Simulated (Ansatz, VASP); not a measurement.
# CdTe: VASP beside Ansatz

```xyz
2
Lattice="0.0000 3.2447 3.2447 3.2447 0.0000 3.2447 3.2447 3.2447 0.0000" Properties=species:S:1:pos:R:3 pbc="T T T"
Cd    0.0000    0.0000    0.0000
Te    4.8671    4.8671    4.8671
```

Alike in both runs: task single point; functional PBEsol; k mesh 8 × 8 × 8; no spin polarisation.

```csv
,VASP,Ansatz
version,VASP 6.6.1,Ansatz 0.2.0
potentials or method,"VASP PAW PBE potentials, release 64 (Cd, Te)","PAW with Ansatz's default frozen-core files, scalar-relativistic"
plane-wave cutoff (eV),520,420
occupations,"gaussian, width 0.01 eV",fixed
valence electrons in the cell,18,36
```

```csv
,VASP,Ansatz,Ansatz less VASP
gap on the k mesh at the Fermi level (eV),0.65,0.65,-0.002
pressure (GPa),0.2,0.0,-0.16
```

The two sets of potentials don't hold the same shells in valence.

Caveats: the PAW data sets were made with another functional, which shifts forces and pressure a little (VASP); spin-orbit coupling is left out, which moves the levels of the heavy elements. PBEsol gaps usually lie below the measured ones, often by a third to a half.
